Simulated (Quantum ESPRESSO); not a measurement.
# HfN: changing the choice of potentials or basis

The cell as given:

```cif
data_structure
_symmetry_space_group_name_H-M 'F-43m'
_symmetry_Int_Tables_number 216
_cell_length_a 4.9096
_cell_length_b 4.9096
_cell_length_c 4.9096
_cell_angle_alpha 90.000
_cell_angle_beta 90.000
_cell_angle_gamma 90.000
_cell_volume 118.35
loop_
_atom_site_label
_atom_site_type_symbol
_atom_site_symmetry_multiplicity
_atom_site_Wyckoff_symbol
_atom_site_fract_x
_atom_site_fract_y
_atom_site_fract_z
_atom_site_occupancy
Hf1 Hf 4 a 0.00000 0.00000 0.00000 1
N1 N 4 d 0.25000 0.25000 0.75000 1
```

The cell comes from a database or a generator and needn't be the stable form of this composition.

Kept alike: task relaxation of cell and atoms; functional PBEsol; k mesh 9 × 9 × 9; occupations fermi-dirac, width 0.05 eV; no spin polarisation. Program: Quantum ESPRESSO. Cutoffs run from 612 to 1796 eV. The mesh is that of the run's cell of 2 atoms. No spin-orbit coupling.

```csv
choice of potentials or basis,volume (Å³/atom)
GBRV 1.5 PBEsol,14.409
PseudoDojo 0.4 SR PBEsol stringent,14.390
PseudoDojo 0.4.1 SR PBEsol standard,14.365
```

The relaxations keep at least the cell's symmetry (F-43m). For a metal such a mesh leaves the last digits unconverged. Relaxations stop with a little pressure left, so the last digits of a volume or edge aren't settled.

Task: What does the choice of potentials or basis change here?

Result: The volume runs from 14.365 (PseudoDojo 0.4.1 SR PBEsol standard) to 14.409 Å³/atom (GBRV 1.5 PBEsol).
